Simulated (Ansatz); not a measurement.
## KBr: how the free axis answers a strain

KBr, Fm-3m, a = 6.700 Å. Ansatz: PBE, PAW, 420 eV, Γ-centred 6×6×4 mesh on 4 atoms, Gaussian smearing 0.02 eV; no spin polarisation. Series: uniaxial strain along a, with b, c and atoms relaxed; x is the strain in per cent. The axes a, b, c are those of the computed cell (4.738, 4.738, 6.700 Å), along [1 1 0], [-1 1 0], [0 0 1] of the cell named above. y is the change of c in per cent of 6.700 Å.

```tsv
x (%)	y (%)
-4.5	?
-3.0	0.30
-1.5	0.21
0.0	0.00
1.5	-0.04
3.0	-0.20
4.5	-0.38
```

**Question.** Fit y = c1 x + c2 x² to the other rows, say what c1 measures, and predict the missing y.

**Answer.** Least squares on the rows shown. y = −0.09061 x + 0.003168 x². So −c1 = 0.091 is Poisson's ratio for this pair of axes. Along b the same runs (not shown) give 0.52. With a term in x³ added, the coefficient of x becomes -0.06738, 26 % less, which shows how far this figure hangs on the form. At x = -4.5 the fit asked for gives 0.47 %. The run gave 0.37 %, so the fit is 0.10 % too high, within twice the rms miss on the fitted rows (0.06 %): the form describes this series only roughly.